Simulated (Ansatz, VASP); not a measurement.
## One calculation of CdTe, two programs

```
Cd Te
1.0
     0.00000    3.27872    3.27872
     3.27872    0.00000    3.27872
     3.27872    3.27872    0.00000
Cd Te
1 1
Direct
  0.00000 0.00000 0.00000
  0.25000 0.25000 0.25000
```

Alike in both runs: task single point; functional r2SCAN; k mesh 10 × 10 × 10; occupations gaussian, width 0.05 eV; no spin polarisation.

```csv
,VASP,Ansatz
version,VASP 6.6.1,Ansatz 0.2.0
potentials or method,"VASP PAW PBE potentials, release 64 (Cd, Te)","scalar-relativistic, plane waves, PAW"
plane-wave cutoff (eV),520,500
valence electrons in the cell,18,36
```

VASP gave:

| Item | Value |
| --- | --- |
| gap on the k mesh at the Fermi level (eV) | 1.16 |
| least direct gap on the mesh (eV) | 1.16 |
| pressure (GPa) | 0.1 |

Q: Which values does Ansatz return?

A: gap on the k mesh at the Fermi level (eV): 1.17; least direct gap on the mesh (eV): 1.17; pressure (GPa): 0.0.

The two sets of potentials don't hold the same shells in valence.

Caveats: the PAW data sets were made with another functional, which shifts forces and pressure a little (VASP); spin-orbit coupling is left out, which moves the levels of the heavy elements. r2SCAN opens gaps a little over a GGA but as a rule still falls short of measured ones.
